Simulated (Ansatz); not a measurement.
**CdS: strong compression**

How does CdS answer strong compression? Methods of the runs shown: PAW. Its runs: atoms relaxed at the given volume (PAW); volume scaled by 1 (PAW); atoms relaxed at 0.85 of the volume (PAW); volume scaled by 0.85 (PAW); atoms relaxed at 0.65 of the volume (PAW); volume scaled by 0.65 (PAW); atoms relaxed at 0.55 of the volume (PAW); volume scaled by 0.55 (PAW).

Computed with Ansatz 0.2.0 (DFT, PBEsol, PAW with Ansatz's default frozen-core files, scalar-relativistic, unless a step's input says otherwise).

### Step 1. Starting point

The structure is cubic, space group F-43m (No. 216). The conventional cell has a = 5.886 Å, b = 5.886 Å, c = 5.886 Å, α = 90.00°, β = 90.00°, γ = 90.00°. Around Cd (site symmetry -43m) lie 4 S at 2.55 Å. Around S (site symmetry -43m) lie 4 Cd at 2.55 Å.

Structure file:

```cif
data_structure
_symmetry_space_group_name_H-M 'P 1'
_symmetry_Int_Tables_number 1
_cell_length_a 4.1620
_cell_length_b 4.1620
_cell_length_c 4.1620
_cell_angle_alpha 60.000
_cell_angle_beta 60.000
_cell_angle_gamma 60.000
_cell_volume 50.98
loop_
_atom_site_label
_atom_site_type_symbol
_atom_site_fract_x
_atom_site_fract_y
_atom_site_fract_z
_atom_site_occupancy
Cd1 Cd 0.00000 0.00000 0.00000 1
S1 S 0.75000 0.75000 0.75000 1
```

Whether this phase is the stable one at these pressures isn't tested.

Atoms are numbered in the order of the input: Cd1, S2.

### Step 2. Atoms relaxed at the given volume, PAW

Contents of input.yaml:

```yaml
crystal:
  lattice:
    - [0.0, 2.9429534649, 2.9429534649]
    - [2.9429534649, 0.0, 2.9429534649]
    - [2.9429534649, 2.9429534649, 0.0]
  atoms:
    - { symbol: Cd, position: [0.0, 0.0, 0.0] }
    - { symbol: S, position: [0.75, 0.75, 0.75] }
kpoints:
  mp_grid: { grid: [8, 8, 8] }
scf:
  occupations: { method: fermi_dirac, width: 0.03 }
hamiltonian:
  xc: pbesol
  pseudopotentials: { kind: paw }
output:
  forces: true
  stress: true
relax:
  f_tol: 0.01
  max_steps: 30
```

Launch:

```
ansatz run input.yaml --threads 1 --pin off --max-ram 2048MiB --backend cpu --events-out ev --progress --plain --runs-dir out
```

Further steps of the session: Volume scaled by 1, PAW; Atoms relaxed at 0.85 of the volume, PAW; Volume scaled by 0.85, PAW; Atoms relaxed at 0.65 of the volume, PAW; Volume scaled by 0.65, PAW; Atoms relaxed at 0.55 of the volume, PAW; Volume scaled by 0.55, PAW.

Q: Predict the outcome of this session. Wanted: PAW pressure at 0.55 of the volume; fitted bulk modulus at zero pressure.

**Answer**, as computed:

| quantity | value |
| --- | --- |
| PAW pressure at 0.55 of the volume | 127.0 GPa |
| fitted bulk modulus at zero pressure (PAW) | 62 GPa |
| its pressure derivative | 4.44 |

In words: By PAW the pressure climbs to 127 GPa at 0.55 of the first volume. One third-order Birch-Murnaghan curve follows these points (B₀ = 62 GPa, B′ = 4.44, misfit at most 0.12 GPa). A fit over so wide a range leans to the high pressures, so B₀ can be off by several per cent. The gap goes from 0.95 to 1.62 eV. No all-electron run checks these rows here, and frozen cores can fail under such compression. The ions are at rest, and the electrons smeared by 0.03 eV.

The gaps are Kohn-Sham values of a semilocal functional, not quasiparticle or optical gaps. Such gaps usually fall short of the measured ones.
